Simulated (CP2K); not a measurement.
Runs of CP2K 2026.2 on CdS (Hawleyite). The structure is cubic, space group F-43m (No. 216). Conventional cell: a = 5.833 Å, b = 5.833 Å, c = 5.833 Å, α = 90.00°, β = 90.00°, γ = 90.00°. Cd (site symmetry -43m) has 4 S at 2.53 Å as nearest neighbours. S (site symmetry -43m) has 4 Cd at 2.53 Å as nearest neighbours. 

```tsv
level	cutoff of the non-local correlation (Ry)	gap on the mesh (eV)	pressure (GPa)
BEEF-vdW	300	1.27	(b)
HLE16	-	2.34	(c)
LDA	-	(a)	-0.9
r2SCAN	-	1.27	0.4
BLYP	-	1.17	6.9
PBEsol	-	0.98	0.6
```

Alike in all rows: task band structure; potentials or basis POTENTIAL_UZH Cd GTH-PBE-q12, S GTH-PBE-q6; TZVP-MOLOPT-PBE-GTH basis; no spin polarisation; cell as given; k mesh 8 × 8 × 8; smearing fermi-dirac 0.05 eV.

Problem. Estimate the missing entries.

Solution. (a) 0.85; (b) 4.9; (c) -3.1.

Caveats: the potentials were made for another functional, which shifts forces and pressure; the basis of atomic orbitals isn't converged, which shifts pressures, moduli and gaps; the potentials were made for a functional far from this one (some runs).

A k mesh can miss the band edges, and the runs leave out spin-orbit coupling on Cd.

Runs at the PBE level aren't shown here.
